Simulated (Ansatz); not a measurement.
Ag under strain

These are results of Ansatz, DFT PBE, scalar-relativistic, plane waves, PAW, not measurements. (420 eV cutoff, 18×18×12 k-mesh, Gaussian smearing of 0.10 eV, no spin polarisation)

Starting point, cell and atoms relaxed:

```yaml
crystal:
  lattice:
    - [2.07375, 2.07375, 0.00000]
    - [-2.07375, 2.07375, 0.00000]
    - [0.00000, 0.00000, 4.14750]
  atoms:
    - { symbol: Ag, position: [0.00000, 0.00000, 0.00000] }
    - { symbol: Ag, position: [0.50000, 0.50000, 0.50000] }
```

Deformation: uniaxial strain along a, with the lengths of b and c and the atoms relaxed and the angles held, all within the symmetry that the strain leaves. Energies are extrapolated to zero smearing. On this cell's mesh the reference holds a stress of up to 0.13 GPa.

```
strain (%)  ΔE (meV/atom) a (Å) b (Å) c (Å)
      -4.5           13.4  2.801  2.929  4.285
      -3.0            6.0  2.845  2.931  4.236
      -1.5            1.6  2.889  2.937  4.182
      +0.0            0.0  2.933  2.933  4.147
      +1.5            0.8  2.977  2.939  4.097
      +3.0            3.7  3.021  2.940  4.057
      +4.5            7.7  3.065  2.951  3.990
```

(1) What stiffness (1/V) d²E/dε² at zero strain does a cubic fit over all points give?

(2) How does the free axis b answer a small strain?

Results:

(1) A cubic fit gives (1/V) d²E/dε² = 94 GPa at zero strain (Young's modulus along this axis, angles held).

(2) Between the innermost points its strain is 0.03 times the applied one.